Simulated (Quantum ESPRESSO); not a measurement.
The system is SiC (Moissanite).

```
CELL_PARAMETERS angstrom
3.07600 0.00000 0.00000
-1.53800 2.66389 0.00000
0.00000 0.00000 5.04800
ATOMIC_POSITIONS crystal
Si 0.66667 0.33333 0.50000
Si 0.33333 0.66667 0.00000
C 0.66667 0.33333 0.88500
C 0.33333 0.66667 0.38500
```

Base run:

| Quantity | Value |
| --- | --- |
| Program | Quantum ESPRESSO 7.5 |
| Functional | PBE |
| Potentials or basis | PseudoDojo 0.4.1 SR PBE standard |
| Cutoff | 1116 eV |
| Density cutoff | 4463 eV |
| k mesh | 10 × 10 × 5 |
| Occupations | fermi-dirac, width 0.05 eV |
| Spin | no spin polarisation |

Its results: band gap on the k mesh 2.49 eV, indirect (least direct gap 4.09 eV); pressure 3.7 GPa; largest force 0.760 eV/Å.

Question: The run is repeated on the same cell with these changes: functional from PBE to PBEsol; potentials or basis from PseudoDojo 0.4.1 SR PBE standard to PseudoDojo 0.4.1 SR PBEsol standard. What comes out?

Answer: Band gap on the k mesh 2.33 eV, indirect (least direct gap 3.96 eV); pressure 0.3 GPa; largest force 0.755 eV/Å.

Caveats: the mesh misses the band edges, which the band path finds closer together.
